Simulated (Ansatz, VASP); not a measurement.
**Two plane-wave programs on Rb**

```
Rb
1.0
    -2.69121    2.69121    2.69121
     2.69121   -2.69121    2.69121
     2.69121    2.69121   -2.69121
Rb
1
Direct
  0.00000 0.00000 0.00000
```

Alike in both runs: task single point; functional LDA; k mesh 10 × 10 × 10; occupations gaussian, width 0.1 eV; no spin polarisation.

```csv
,VASP,Ansatz
version,VASP 6.6.1,Ansatz 0.2.0
potentials or method,"VASP PAW LDA potentials, release 64 (Rb_sv)","scalar-relativistic, plane waves, PAW"
plane-wave cutoff (eV),520,420
valence electrons in the cell,9,9
```

|  | VASP | Ansatz | Ansatz less VASP |
| --- | --- | --- | --- |
| gap on the k mesh at the Fermi level (eV) | none | none | - |
| pressure (GPa) | 0.0 | 0.0 | 0.00 |

A gap of «none» marks a metal or a gap that the smearing closes.
